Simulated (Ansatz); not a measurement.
# ZrO$_{2}$: the gap against volume

ZrO$_{2}$, Fm-3m, a = 5.116 Å. This isn't the usual stable structure of the compound. Ansatz: PBE, PAW, 420 eV, Γ-centred 8×8×8 mesh on 3 atoms, Gaussian smearing 0.02 eV; no spin polarisation. Symmetry fixes shape and atoms, so the cell is only scaled; x = ln(V/V0) with V0 = 11.157 Å³/atom. The gap is read at the mesh points alone.

```
      x gap y (eV)
-0.1278       3.661
-0.0943       3.574
-0.0619       3.488
-0.0305       3.402
 0.0000       3.317
 0.0296       3.236
 0.0583       3.153
 0.0953           ?
```

Task: Fit a straight line to the other rows, give the volume deformation potential of the gap and its pressure coefficient, and predict the missing gap. B0 = 236.2 GPa.

Result: Means x = -0.03237, y = 3.4044; Σ(Δx)² = 0.02693, ΣΔxΔy = -0.07352; the slope is their ratio. y = 3.3160 − 2.7305 x. The slope is the deformation potential a = dE_g/d ln V = -2.73 eV, and dE_g/dP = −a/B0 = 11.6 meV/GPa. At x = 0.0953 the fit asked for gives 3.056 eV. The run gave 3.045 eV, so the fit is 0.011 eV too high, 1.8 % of the span of the series, against an rms of 0.003 eV on the fitted rows. The row lies outside the fitted range. With a term in x² added, a fit to the same known rows predicts 3.046 eV, so most of the miss is curvature that the known rows already hold.

Semilocal functionals give gaps under the measured ones; changes of the gap mostly carry over better.